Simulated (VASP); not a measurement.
## A VASP 6.6.1 single-point calculation on SrTiO₃

INCAR

```
LCHARG = .FALSE.
NSW = 0
GGA = PE
LREAL = .FALSE.
ISMEAR = -1
LWAVE = .FALSE.
NELM = 120
ISIF = 2
NELECT = 40.1
IBRION = -1
ENCUT = 520
EDIFF = 1E-7
PREC = Accurate
LASPH = .TRUE.
SIGMA = 0.02
NBANDS = 28
```

KPOINTS

```
KPOINTS created by Atomic Simulation Environment
0
Gamma
6 6 6
0 0 0
```

POSCAR

```
Sr Ti O
 1.0000000000000000
     3.9849885316000000    0.0000000000000000    0.0000000000000000
     0.0000000000000000    3.9849885316000000    0.0000000000000000
     0.0000000000000000    0.0000000000000000    3.8623292521999999
 Sr  Ti  O
   1   1   3
Cartesian
  0.0000000000000000  0.0000000000000000  0.0000000000000000
  1.9924942657999998  1.9924942657999998  1.9311646260999999
  1.9924942657999998  1.9924942657999998  0.0000000000000000
  1.9924942657999998  0.0000000000000000  1.9311646260999999
  0.0000000000000000  1.9924942657999998  1.9311646260999999
```

The recommended PBE PAW datasets give the neutral cell 40 valence electrons.

Command

```
mpirun -np 1 vasp_std
```

Question: Predict the outcome of this run.

Answer: It converged. Results: pressure 2.5 GPa.

OSZICAR

```
N       E                     dE             d eps       ncg     rms          rms(c)
DAV:   1     0.435795735122E+03    0.43580E+03   -0.21462E+04  2240   0.159E+03
DAV:   2    -0.306742083726E+01   -0.43886E+03   -0.41929E+03  2556   0.442E+02
DAV:   3    -0.474472710944E+02   -0.44380E+02   -0.44070E+02  3160   0.135E+02
DAV:   4    -0.495601168653E+02   -0.21128E+01   -0.21077E+01  3344   0.249E+01
DAV:   5    -0.496211040025E+02   -0.60987E-01   -0.60975E-01  3048   0.356E+00    0.256E+01
DAV:   6    -0.395805999297E+02    0.10041E+02   -0.53980E+01  3180   0.628E+01    0.141E+01
DAV:   7    -0.395776274152E+02    0.29725E-02   -0.82168E+00  2984   0.214E+01    0.106E+01
DAV:   8    -0.395237119738E+02    0.53915E-01   -0.12272E+00  2764   0.110E+01    0.301E+00
DAV:   9    -0.395047211876E+02    0.18991E-01   -0.24930E-01  2896   0.418E+00    0.116E+00
DAV:  10    -0.394948424092E+02    0.98788E-02   -0.81222E-02  3032   0.258E+00    0.525E-01
DAV:  11    -0.394920903352E+02    0.27521E-02   -0.12834E-02  3252   0.998E-01    0.156E-01
DAV:  12    -0.394919650207E+02    0.12531E-03   -0.11939E-03  2620   0.329E-01    0.110E-01
DAV:  13    -0.394919419736E+02    0.23047E-04   -0.36226E-04  3536   0.139E-01    0.264E-02
DAV:  14    -0.394919457399E+02   -0.37663E-05   -0.77444E-05  2808   0.522E-02    0.195E-02
DAV:  15    -0.394919471885E+02   -0.14487E-05   -0.51366E-06  2944   0.213E-02    0.143E-02
DAV:  16    -0.394919460097E+02    0.11788E-05   -0.98700E-06  2740   0.193E-02    0.802E-03
DAV:  17    -0.394919461031E+02   -0.93414E-07   -0.13478E-06  2584   0.114E-02    0.106E-03
DAV:  18    -0.394919460821E+02    0.21029E-07   -0.11913E-07  1960   0.289E-03
   1 F= -.39491946E+02 E0= -.39491455E+02  d E =-.981446E-03
```

Standard output (part)

```
POSCAR found type information on POSCAR SrTiO
 POSCAR found :  3 types and       5 ions
 LDA part: xc-table for (Slater+PW92), standard interpolation
 POSCAR, INCAR and KPOINTS ok, starting setup
 WAVECAR not read
 entering main loop
 the old and the new charge density differ
    0.256E+01
```

The cell is charged and sits in a uniform background.

For comparison, a separate PBE run of the intended cell, on usual settings and not on those above, gives a gap of 1.75 eV on its mesh and a pressure of -0.1 GPa.
